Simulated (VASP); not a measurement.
# GaP (F-43m) in VASP: further runs, part 2 of 2

VASP 6.6.1. The steps go on from the part before.

## (3) Relaxation of cell and atoms, PBEsol

Contents of INCAR:

```
SYSTEM = GaP
ALGO = Normal
EDIFF = 1E-6
EDIFFG = -0.01
ENCUT = 600
GGA = PS
IBRION = 2
ISIF = 3
ISMEAR = -1
LASPH = .True.
LCHARG = .False.
LREAL = .False.
LWAVE = .False.
NELM = 60
NSW = 60
PREC = Accurate
SIGMA = 0.05
```

Contents of KPOINTS:

```
k-points
0
Gamma
  8 8 8
  0 0 0
```

Contents of POSCAR:

```
GaP
1.0
    0.0000000000      2.7252500000      2.7252500000
    2.7252500000      0.0000000000      2.7252500000
    2.7252500000      2.7252500000      0.0000000000
Ga P
1 1
Direct
    0.0000000000      0.0000000000      0.0000000000
    0.7500000000      0.7500000000      0.7500000000
```

Potentials or basis: VASP PAW PBE potentials, release 64 (Ga_d, P).

Command:

```bash
$ cat potpaw_PBE.64/Ga_d/POTCAR potpaw_PBE.64/P/POTCAR > POTCAR
$ mpirun -np 1 vasp_std > vasp.out
```

OUTCAR:

```text
SYSTEM = GaP
   EDIFF = 1E-6
   EDIFFG = -0.01
   ENCUT = 600
   GGA = PS
   IBRION = 2
   ISIF = 3
   ISMEAR = -1
   LASPH = .True.
   LREAL = .False.
   NELM = 60
   NSW = 60
   PREC = Accurate

 ion  position               nearest neighbor table
   1  0.000  0.000  0.000-   2 2.36   2 2.36   2 2.36   2 2.36
   2  0.750  0.750  0.750-   1 2.36   1 2.36   1 2.36   1 2.36

  LATTYP: Found a face centered cubic cell.
 ALAT       =     5.4505000000

  Lattice vectors:

 A1 = (   0.0000000000,   2.7252500000,   2.7252500000)
 A2 = (   2.7252500000,   0.0000000000,   2.7252500000)
 A3 = (   2.7252500000,   2.7252500000,   0.0000000000)

Analysis of symmetry for initial positions (statically):
=====================================================================
 Subroutine PRICEL returns:
 Original cell was already a primitive cell.

 Routine SETGRP: Setting up the symmetry group for a
 face centered cubic supercell.

 Subroutine GETGRP returns: Found 24 space group operations
 (whereof 24 operations were pure point group operations)
 out of a pool of 48 trial point group operations.

The static configuration has the point symmetry T_d .

Analysis of symmetry for dynamics (positions and initial velocities):
=====================================================================
 Subroutine PRICEL returns:
 Original cell was already a primitive cell.

 Routine SETGRP: Setting up the symmetry group for a
 face centered cubic supercell.

 Subroutine GETGRP returns: Found 24 space group operations
 (whereof 24 operations were pure point group operations)
 out of a pool of 48 trial point group operations.

The dynamic configuration has the point symmetry T_d .

 Subroutine INISYM returns: Found 24 space group operations
 (whereof 24 operations are pure point group operations),
 and found     1 'primitive' translations

----------------------------------------------------------------------------------------

                                     Primitive cell

  volume of cell :      40.4808

  direct lattice vectors                    reciprocal lattice vectors
     0.000000000  2.725250000  2.725250000    -0.183469406  0.183469406  0.183469406
     2.725250000  0.000000000  2.725250000     0.183469406 -0.183469406  0.183469406
     2.725250000  2.725250000  0.000000000     0.183469406  0.183469406 -0.183469406

  length of vectors
     3.854085511  3.854085511  3.854085511     0.317778334  0.317778334  0.317778334

  position of ions in fractional coordinates (direct lattice)
     0.000000000  0.000000000  0.000000000
     0.750000000  0.750000000  0.750000000

  ion indices of the primitive-cell ions
   primitive index   ion index
                 1           1
                 2           2

----------------------------------------------------------------------------------------

 KPOINTS: k-points

Automatic generation of k-mesh.
 Grid dimensions read from file:
 generate k-points for:    8    8    8

 Generating k-lattice:

  Cartesian coordinates                     Fractional coordinates (reciprocal lattice)
[... 47 lines left out ...]
   ions per type =               1   1
   NGX,Y,Z   is equivalent  to a cutoff of  13.80, 13.80, 13.80 a.u.
   NGXF,Y,Z  is equivalent  to a cutoff of  27.61, 27.61, 27.61 a.u.
 SYSTEM =  GaP
   PREC   = accura    normal or accurate (medium, high low for compatibility)
   ISTART =      0    job   : 0-new  1-cont  2-samecut
   ICHARG =      2    charge: 1-file 2-atom 10-const
   ISPIN  =      1    spin polarized calculation?
   LNONCOLLINEAR =      F non collinear calculations
   LSORBIT =      F    spin-orbit coupling
   LASPH  =      T    aspherical Exc in radial PAW
   ENCUT  =  600.0 eV  44.10 Ry    6.64 a.u.   7.70  7.70  7.70*2*pi/ulx,y,z
   NELM   =     60;   NELMIN=  2; NELMDL= -5     # of ELM steps
   EDIFF  = 0.1E-05   stopping-criterion for ELM
   LREAL  =      F    real-space projection
   EDIFFG = -.1E-01   stopping-criterion for IOM
   NSW    =     60    number of steps for IOM
   IBRION =      2    ionic relax: 0-MD 1-quasi-New 2-CG
   NFREE  =      1    steps in history (QN), initial steepest desc. (CG)
   ISIF   =      3    stress and relaxation
   ISYM   =      2    0-nonsym 1-usesym 2-fastsym
   POTIM  = 0.5000    time-step for ionic-motion
   TEBEG  =    0.0;   TEEND  =   0.0 temperature during run
   PSTRESS=    0.0 pullay stress
   NELECT =      18.0000    total number of electrons
   NUPDOWN=      -1.0000    fix difference up-down
   EMIN   =  10.00;   EMAX   =-10.00  energy-range for DOS
   EFERMI =   0.00;   METHOD = LEGACY
   ISMEAR =    -1;   SIGMA  =   0.05  broadening in eV -4-tet -1-fermi 0-gaus
   EFERMI_NEDOS =   21; number of points for ismear=-14 and -15
   IALGO  =     38    algorithm
   IMIX   =      4    mixing-type and parameters
     AMIX     =   0.40;   BMIX     =  1.00
     AMIX_MAG =   1.60;   BMIX_MAG =  1.00
  volume/ion in A,a.u.               =      20.24       136.59
  Fermi-wavevector in a.u.,A,eV,Ry     =   1.249538  2.361284 21.243377  1.561344
  Thomas-Fermi vector in A             =   2.383574
   LORBIT       =      0    0 simple, 1 ext, 2 COOP (PROOUT), +10 PAW based schemes
   GGA     = PS    functional components
   LHFCALC =     F    Hartree Fock is set to
   AEXX    =    0.0000 exact exchange contribution
   IVDW    =     0    specifies the selected vdW correction
   LEPSILON=     F    determine dielectric tensor
   LRPA    =     F    only Hartree local field effects (RPA)
 conjugate gradient relaxation of ions
 non-spin polarized calculation
  energy-cutoff  :      600.00
  volume of cell :       40.48
 maximum number of plane-waves:      1365
   NGX = 15   NGY = 15   NGZ = 15

--------------------------------------- Ionic step        1  -------------------------------------------

 number of electron      18.0000003 magnetization

 Free energy of the ion-electron system (eV)
  ---------------------------------------------------
  ext. energy  EPLUGINS =         0.00000000
  ---------------------------------------------------
  free energy    TOTEN  =        -9.92055553 eV

  energy without entropy =       -9.92055552  energy(sigma->0) =       -9.92055553

------------------------ aborting loop because EDIFF is reached ----------------------------------------

  FORCE on cell =-STRESS in cart. coord.  units (eV):
  Direction    XX          YY          ZZ          XY          YZ          ZX
  --------------------------------------------------------------------------------------
  -------------------------------------------------------------------------------------
  Total       -0.1618442     -0.1618442     -0.1618442     -0.0000000     -0.0000000      0.0000000
  in kB       -6.4055836     -6.4055836     -6.4055836     -0.0000000     -0.0000000      0.0000000
  external PRESSURE =      -6.4055836 kB  Pullay stress =       0.0000000 kB
[... 59 lines left out ...]
--------------------------------------- Ionic step        3  -------------------------------------------

 number of electron      18.0000006 magnetization

 Free energy of the ion-electron system (eV)
  ---------------------------------------------------
  ext. energy  EPLUGINS =         0.00000000
  ---------------------------------------------------
  free energy    TOTEN  =        -9.92115721 eV

  energy without entropy =       -9.92115720  energy(sigma->0) =       -9.92115720

 E-fermi :   5.3710     XC(G=0): -10.0553

 val. band max:        4.6457811975   @ k =   0.0000   0.0000   0.0000
 cond. band min:       6.1468871237   @ k =   0.5000   0.5000   0.0000
 fundamental gap:      1.5011059262
 Fermi energy:         5.3709598442

 k-point     1 :       0.0000    0.0000    0.0000
  band No.  band energies     occupation
      1      -9.9088      2.00000
      2      -9.9088      2.00000
      3      -9.9088      2.00000
      4      -9.8057      2.00000
      5      -9.8057      2.00000
      6      -7.9354      2.00000
      7       4.6458      2.00000
      8       4.6458      2.00000
      9       4.6458      2.00000
     10       6.4582      0.00000
     11       8.4705      0.00000
     12       8.4705      0.00000
     13       8.4705      0.00000
[... 354 lines left out ...]
  band No.  band energies     occupation
      1     -10.0000      2.00000
      2      -9.8770      2.00000
      3      -9.8643      2.00000
      4      -9.8113      2.00000
      5      -9.7982      2.00000
      6      -5.4051      2.00000
      7      -1.8637      2.00000
      8       1.3771      2.00000
      9       2.6631      2.00000
     10       8.0610      0.00000
     11       8.8339      0.00000
     12      11.0770      0.00000
     13      12.5058      0.00000

 [... further k-points ...]
[... 5 lines left out ...]
  --------------------------------------------------------------------------------------
  -------------------------------------------------------------------------------------
  Total       -0.0082014     -0.0082014     -0.0082014      0.0000000      0.0000000     -0.0000000
  in kB       -0.3270541     -0.3270541     -0.3270541      0.0000000      0.0000000     -0.0000000
  external PRESSURE =      -0.3270541 kB  Pullay stress =       0.0000000 kB
[... 17 lines left out ...]
  FREE ENERGIE OF THE ION-ELECTRON SYSTEM (eV)
  ---------------------------------------------------
  free  energy   TOTEN  =        -9.9211572082 eV

  energy  without entropy=       -9.9211571980  energy(sigma->0) =       -9.92115720

 reached required accuracy - stopping structural energy minimisation
```

OSZICAR:

```text
N       E                     dE             d eps       ncg     rms          rms(c)
DAV:   1     0.848723182800E+02    0.84872E+02   -0.98885E+03   770   0.213E+03
DAV:   2    -0.333088753542E+01   -0.88203E+02   -0.85230E+02   809   0.354E+02
DAV:   3    -0.100801239444E+02   -0.67492E+01   -0.67129E+01   964   0.785E+01
[... 20 lines left out ...]
DAV:   2    -0.992174763811E+01    0.21183E-02   -0.38297E-03   964   0.158E+00    0.139E-01
DAV:   3    -0.992121524990E+01    0.53239E-03   -0.65491E-04  1004   0.566E-01    0.319E-02
DAV:   4    -0.992116689966E+01    0.48350E-04   -0.62473E-05   888   0.126E-01    0.133E-02
DAV:   5    -0.992115751744E+01    0.93822E-05   -0.47429E-06   840   0.331E-02    0.403E-03
DAV:   6    -0.992115720822E+01    0.30922E-06   -0.34922E-07   387   0.101E-02
   3 F= -.99211572E+01 E0= -.99211572E+01  d E =-.601675E-03
```

CONTCAR:

```text
GaP
   1.00000000000000
    -0.0000000000000000    2.7184152543584839    2.7184152543584839
     2.7184152543584839   -0.0000000000000000    2.7184152543584839
     2.7184152543584839    2.7184152543584839    0.0000000000000000
  Ga              P
     1     1
Direct
     0.0000000000000000    0.0000000000000000    0.0000000000000000
     0.7500000000000000    0.7500000000000000    0.7500000000000000

  0.00000000E+00  0.00000000E+00  0.00000000E+00
  0.00000000E+00  0.00000000E+00  0.00000000E+00
```

It took 25 s on 1 thread of Intel Xeon Platinum 8488C (Sapphire Rapids), shared host; peak memory 0.19 GiB.

Results:

* Free energy: -9.9212 eV
* Relaxed volume: 20.09 Å³/atom
* Relaxed cell: a = 3.844 Å, b = 3.844 Å, c = 3.844 Å, α = 60.00°, β = 60.00°, γ = 60.00°
* Space group after relaxing (to 0.05 Å): F-43m (No. 216)
* Energy gained by relaxing: 0.3 meV/atom
* Ionic steps: 3
* Pressure after relaxing: 0.0 GPa
* Band gap on the k mesh: 1.50 eV, indirect (least direct gap 1.81 eV)

The path:
```csv
step,energy change (eV),largest force (eV/Å),pressure (GPa),volume (Å³)
1,0.0000,0.0000,-0.64,40.48
2,-0.0004,0.0000,0.43,40.01
3,-0.0006,0.0000,-0.03,40.18
```

Final structure:
```
Ga P
1.0
     0.00000    2.71842    2.71842
     2.71842    0.00000    2.71842
     2.71842    2.71842    0.00000
Ga P
1 1
Cartesian
  0.0000 0.0000 0.0000
  4.0776 4.0776 4.0776
```

Caveat: the PAW data sets were made with another functional, which shifts forces and pressure a little. Expect the measured gap to be larger: semilocal functionals such as PBEsol lack the derivative discontinuity.

## (4) The reference run

An earlier run on the cell as given: functional PBE; potentials or basis VASP PAW PBE potentials, release 64 (Ga_d, P); cutoff 520 eV; k mesh 8 × 8 × 8; occupations fermi-dirac, width 0.05 eV; no spin polarisation.

* Pressure: 2.5 GPa
* Band gap on the k mesh: 1.64 eV, indirect (least direct gap 1.83 eV)

## (5) Overview

| task | level | potentials or basis | cell | cutoff (eV) | gap on the mesh (eV) | pressure (GPa) | relaxed volume (Å³/atom) |
| --- | --- | --- | --- | --- | --- | --- | --- |
| relaxation of cell and atoms | LDA | VASP PAW LDA potentials, release 64 (Ga_d, P) | relaxed | 600 | 1.43 | 0.0 | 19.61 |
| relaxation of cell and atoms | PBEsol | VASP PAW PBE potentials, release 64 (Ga_d, P) | relaxed | 600 | 1.50 | 0.0 | 20.09 |
| single point | PBE | VASP PAW PBE potentials, release 64 (Ga_d, P) | as given | 520 | 1.64 | 2.5 | - |

Alike in all rows: no spin polarisation; k mesh 8 × 8 × 8; smearing fermi-dirac 0.05 eV.

Caveats: the PAW data sets were made with another functional, which shifts forces and pressure a little (some runs).

Absolute energies hang on the potentials; compare differences alone.
